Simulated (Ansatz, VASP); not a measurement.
# GaN: VASP beside Ansatz, part 2 of 2

One calculation is typed for both programs; each brings its own data sets. How far apart do they land? Of the first pair: The cell is taken from a series of runs on this material, whose earlier steps may have relaxed, scaled, displaced or heated it; both programs get it as it stands.

VASP 6.6.1 and Ansatz 0.2.0.

So far: The structure; VASP: relaxation of cell and atoms, PBEsol; Ansatz: relaxation of cell and atoms, PBEsol.

### 4. Differences

Known differences besides the potentials themselves: Ansatz makes its cores anew for this functional, VASP keeps those of its PBE data sets; Ansatz adds a Pulay correction to the stress that steers its cell, VASP none. Total energies have different zeros and are not compared.

The two programs side by side:

```
                                         quantity  Ansatz   VASP  difference
                                      volume (Å³)   22.75  22.70     +0.22 %
edge a after relaxation, in the typed setting (Å)   3.181  3.178     +0.07 %
```

### 5. Ansatz: relaxation, PBEsol

This run makes the geometry at which the two programs are then compared.

The structure compared here is the end of the Ansatz relaxation.

Contents of input.yaml:

```yaml
crystal:
  lattice:
    - [0.0, 2.2490993636, 2.2490993636]
    - [2.2490993636, 0.0, 2.2490993636]
    - [2.2490993636, 2.2490993636, 0.0]
  atoms:
    - { symbol: Ga, position: [0.0, 0.0, 0.0] }
    - { symbol: "N", position: [0.75, 0.75, 0.75] }
kpoints:
  mp_grid: { grid: [11, 11, 11] }
scf:
  occupations: { method: fermi_dirac, width: 0.02 }
hamiltonian:
  xc: pbesol
  pseudopotentials: { kind: paw, azcp: { folder: soft_1 }, xc_functional: pbe }
basis:
  ecutwfc: 600
output:
  forces: true
  stress: true
relax:
  f_tol: 0.005
  max_steps: 70
  cell: { stress_tol: 0.02, p_target: 5 }
```

Command:

```console
$ ansatz run input.yaml --threads 4 --pin off --max-ram 10240MiB --backend cpu --events-out ev --progress --plain --runs-dir out
```

Numbers of over 12 decimals in the logs are rounded to 6 here.

Log:

```text
[...]
Crystal: 2 atoms, lattice volume = 22.754 Å³
Basis set: ecut = 600 eV, 749 PW (Γ), exchange–correlation on 54×54×54 points (8 copies of the dense FFT grid, shifted against one another)
Bands: 13, of which v1, the nominal top of the filled ones, is band 9 counted from 1 (8 counted from 0)
Symmetry: 24 space group operations
[...]
k-points: 56 of 1331 (time reversal used)
[...]
-0.000000       5.000589      -0.000000
       -0.000000      -0.000000       5.000589
  P = ⅓ Tr σ = 5.0006 GPa (50.006 kbar)
--- Relaxed structure (4 steps of the walk, 4 accepted, 1 SCFs on fresh bases) ---
[...]
cell:  # Å, volume = 22.1883 Å³
    - [0, 2.230308, 2.230308]
    - [2.230308, 0, 2.230308]
    - [2.230308, 2.230308, 0]
  atoms:
    - { symbol: Ga, position: [0, 0, 0] }
    - { symbol: N, position: [0.750000, 0.750000, 0.750000] }
[key lines of the parts left out:]
SCF converged after 8 iterations
Free energy (F): -4122.833917 eV
Fermi energy:    10.920258 eV
```

### 6. VASP: single point, PBEsol, pair 2

The same cell, functional, mesh and smearing now go to VASP, with its own data sets.

Contents of INCAR:

```
SYSTEM = GaN
PREC = Accurate
ENCUT = 600
EDIFF = 1E-06
NELM = 120
ISMEAR = -1
SIGMA = 0.02
LREAL = .FALSE.
ALGO = Normal
GGA = PS
NBANDS = 15
LORBIT = 11
LWAVE = .FALSE.
LCHARG = .FALSE.
ISIF = 2
LASPH = .TRUE.
GGA_COMPAT = .FALSE.
EFERMI = MIDGAP
```

Contents of POSCAR:

```
GaN
1.0
    0.0000000000      2.2303078655      2.2303078655
    2.2303078655      0.0000000000      2.2303078655
    2.2303078655      2.2303078655      0.0000000000
Ga N
1 1
Direct
    0.0000000000      0.0000000000      0.0000000000
    0.7500000000      0.7500000000      0.7500000000
```

Contents of KPOINTS:

```
Automatic mesh
0
Gamma
11 11 11
0 0 0
```

PAW data sets: Ga_d and N (PBE family, release 64).

Command:

```console
$ mpirun -np 1 vasp_std
```

Log:

```text
[banner, memory and clock lines left out]
running    1 mpi-ranks, on    1 nodes
[...]
[... a notice as in an earlier step ...]

 LDA part: xc-table for (Slater+PW92), standard interpolation
 POSCAR, INCAR and KPOINTS ok, starting setup
[...]
entering main loop
       N       E                     dE             d eps       ncg     rms          rms(c)
DAV:   1     0.924326228643E+02    0.92433E+02   -0.10190E+04  1823   0.234E+03
DAV:   2    -0.770900429383E+01   -0.10014E+03   -0.93346E+02  1953   0.375E+02
DAV:   3    -0.148790569302E+02   -0.71701E+01   -0.71315E+01  1827   0.852E+01
DAV:   4    -0.149767731283E+02   -0.97716E-01   -0.97695E-01  2165   0.108E+01
[...]
DAV:  11    -0.131162034656E+02    0.26336E-04   -0.13381E-04  2512   0.180E-01    0.111E-02
DAV:  12    -0.131162054044E+02   -0.19388E-05   -0.10843E-05  1961   0.480E-02    0.449E-03
DAV:  13    -0.131162053394E+02    0.64992E-07   -0.51285E-07  1275   0.814E-03
   1 F= -.13116205E+02 E0= -.13116205E+02  d E =-.527779E-23
```

From OUTCAR (step 6):

```text
  Total        0.6329362      0.6329362      0.6329362      0.0000000      0.0000000      0.0000000
  in kB       45.7031457     45.7031457     45.7031457      0.0000000      0.0000000      0.0000000
  external PRESSURE =      45.7031457 kB  Pullay stress =       0.0000000 kB

 POSITION                                       TOTAL-FORCE (eV/Angst)
 -----------------------------------------------------------------------------------
      0.00000      0.00000      0.00000        -0.000000     -0.000000     -0.000000
      3.34546      3.34546      3.34546         0.000000      0.000000      0.000000
 -----------------------------------------------------------------------------------
    total drift:                                0.000000      0.000000     -0.000000

  FREE ENERGIE OF THE ION-ELECTRON SYSTEM (eV)
  ---------------------------------------------------
  free  energy   TOTEN  =       -13.1162053394 eV

  energy  without entropy=      -13.1162053394  energy(sigma->0) =      -13.11620534

[... 1 part as in an earlier step ...]

[... 2 further parts left out ...]
[key lines of the parts left out:]
E-fermi :   6.4345
```

The run ends at a pressure of 4.57 GPa.

### 7. Differences

What differs besides the data sets and the points named for the pairs above, as far as they apply: Ansatz's pressure holds a Pulay correction, VASP's none. Total energies have different zeros and are not compared.

Compared:

```
              quantity  Ansatz   VASP  difference
        pressure (GPa)    5.00   4.57       +0.43
gap on the k mesh (eV)   1.865  1.881      -0.016
```

A gap on the mesh is an upper bound, since the band edges may lie between its points.

### 8. Ansatz: relaxation, PBEsol

This run makes the geometry at which the two programs are then compared. The cell compared in this pair holds 23.27 Å³, against 22.19 Å³ for the pair before.

The structure compared here is the end of the Ansatz relaxation.

input.yaml: that of step 5 with these lines changed.

```diff
@@ -23,2 +23,2 @@
   max_steps: 70
-  cell: { stress_tol: 0.02, p_target: 5 }
+  cell: { stress_tol: 0.02, p_target: -4 }
```

Command:

```console
$ ansatz run input.yaml --threads 4 --pin off --max-ram 10240MiB --backend cpu --events-out ev --progress --plain --runs-dir out
```

Log:

```text
[...]
Crystal: 2 atoms, lattice volume = 22.754 Å³
Basis set: ecut = 600 eV, 749 PW (Γ), exchange–correlation on 54×54×54 points (8 copies of the dense FFT grid, shifted against one another)
Bands: 13, of which v1, the nominal top of the filled ones, is band 9 counted from 1 (8 counted from 0)
Symmetry: 24 space group operations
[...]
k-points: 56 of 1331 (time reversal used)
[...]
-3.999026      -0.000000       0.000000
       -0.000000      -3.999026       0.000000
        0.000000       0.000000      -3.999026
  P = ⅓ Tr σ = -3.9990 GPa (-39.990 kbar)
--- Relaxed structure (4 steps of the walk, 4 accepted, 1 SCFs on fresh bases) ---
[...]
cell:  # Å, volume = 23.2680 Å³
    - [0, 2.265912, 2.265912]
    - [2.265912, 0, 2.265912]
    - [2.265912, 2.265912, 0]
  atoms:
    - { symbol: Ga, position: [0, 0, 0] }
    - { symbol: N, position: [0.75, 0.75, 0.75] }
[key lines of the parts left out:]
SCF converged after 8 iterations
Free energy (F): -4122.836002 eV
Fermi energy:    10.042074 eV
```

### 9. VASP: single point, PBEsol, pair 3

The same cell, functional, mesh and smearing now go to VASP, with its own data sets.

INCAR is that of step 6.

Contents of POSCAR:

```
GaN
1.0
    0.0000000000      2.2659120827      2.2659120827
    2.2659120827      0.0000000000      2.2659120827
    2.2659120827      2.2659120827      0.0000000000
Ga N
1 1
Direct
    0.0000000000      0.0000000000      0.0000000000
    0.7500000000      0.7500000000      0.7500000000
```

KPOINTS is that of step 6.

Command:

```console
$ mpirun -np 1 vasp_std
```

Log:

```text
[... set-up lines as in an earlier step ...]
 entering main loop
       N       E                     dE             d eps       ncg     rms          rms(c)
DAV:   1     0.889093028811E+02    0.88909E+02   -0.10019E+04  1824   0.232E+03
DAV:   2    -0.807767147476E+01   -0.96987E+02   -0.91129E+02  1946   0.359E+02
DAV:   3    -0.148040690017E+02   -0.67264E+01   -0.66934E+01  1862   0.823E+01
DAV:   4    -0.148949977796E+02   -0.90929E-01   -0.90905E-01  2124   0.103E+01
[...]
DAV:  11    -0.131173781091E+02    0.37495E-04   -0.14783E-04  2562   0.213E-01    0.529E-03
DAV:  12    -0.131173800972E+02   -0.19881E-05   -0.13660E-05  1983   0.489E-02    0.230E-03
DAV:  13    -0.131173800908E+02    0.63424E-08   -0.56389E-07  1288   0.811E-03
   1 F= -.13117380E+02 E0= -.13117380E+02  d E =-.876691E-20
```

OUTCAR, selected parts (step 9):

```text
  Total       -0.6349285     -0.6349285     -0.6349285      0.0000000      0.0000000      0.0000000
  in kB      -43.7196045    -43.7196045    -43.7196045      0.0000000      0.0000000      0.0000000
  external PRESSURE =     -43.7196045 kB  Pullay stress =       0.0000000 kB

 POSITION                                       TOTAL-FORCE (eV/Angst)
 -----------------------------------------------------------------------------------
      0.00000      0.00000      0.00000        -0.000000     -0.000000     -0.000000
      3.39887      3.39887      3.39887         0.000000      0.000000      0.000000
 -----------------------------------------------------------------------------------
    total drift:                               -0.000000     -0.000000     -0.000000

  FREE ENERGIE OF THE ION-ELECTRON SYSTEM (eV)
  ---------------------------------------------------
  free  energy   TOTEN  =       -13.1173800908 eV

  energy  without entropy=      -13.1173800908  energy(sigma->0) =      -13.11738009

[... 1 part as in an earlier step ...]

[... 2 further parts left out ...]
[key lines of the parts left out:]
E-fermi :   5.7599
```

The run ends at a pressure of -4.37 GPa.

### 10. Side by side

The two programs side by side:

```
              quantity  Ansatz   VASP  difference
        pressure (GPa)   -4.00  -4.37       +0.37
gap on the k mesh (eV)   1.564  1.578      -0.014
```

A gap on the mesh is an upper bound, since the band edges may lie between its points.

### 11. Outcome

```yaml
difference_in_volume_relaxation_of_cell_and_atoms_pbesol: 0.22 %
difference_in_gap_on_the_k_mesh_single_point_pbesol_pair_2: -0.016 eV
difference_in_gap_on_the_k_mesh_single_point_pbesol_pair_3: -0.014 eV
```

What this shows: The difference in gap on the k mesh is -0.016 eV (single point, PBEsol, pair 2), within the 0.08 eV picked in this series as the mark of a large difference. 4 further runs of this series are not shown here. How closely two codes agree says nothing of how well the functional describes the real material.

[Lines on the potential files, build, host, timing and source positions are cut from VASP's logs without a mark.]

[Logs are printed without paths, hosts, clocks, repeated set-up lines and the standing remarks that a program may print on its own settings, such as how far it seeks lower states.]

[Hosts, paths, dates, database ids (printed as entryN), source tags and the programs' standing remarks are cut or masked in the printed files.]
